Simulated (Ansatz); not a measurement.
An element in the bcc structure gives these cold pressures by all-electron LAPW under PBE (Ansatz 0.2.0, scalar-relativistic, no spin polarisation).

```json
{"V (Å³/atom)": "14.24", "P (GPa)": "-0.10"}
{"V (Å³/atom)": "13.10", "P (GPa)": "28.3"}
{"V (Å³/atom)": "11.96", "P (GPa)": "73.5"}
{"V (Å³/atom)": "10.82", "P (GPa)": "146.0"}
{"V (Å³/atom)": "9.68", "P (GPa)": "264.1"}
{"V (Å³/atom)": "8.55", "P (GPa)": "461.4"}
{"V (Å³/atom)": "7.41", "P (GPa)": "802.8"}
{"V (Å³/atom)": "6.41", "P (GPa)": "1324"}
```

Question: Which element is it?

Answer: Ru. Its zero-pressure volume in this structure is near 14.2 Å³/atom; the volume and the steepness of P(V) together point to it, though neighbours can come close. Other candidates weren't computed, and some may come near.
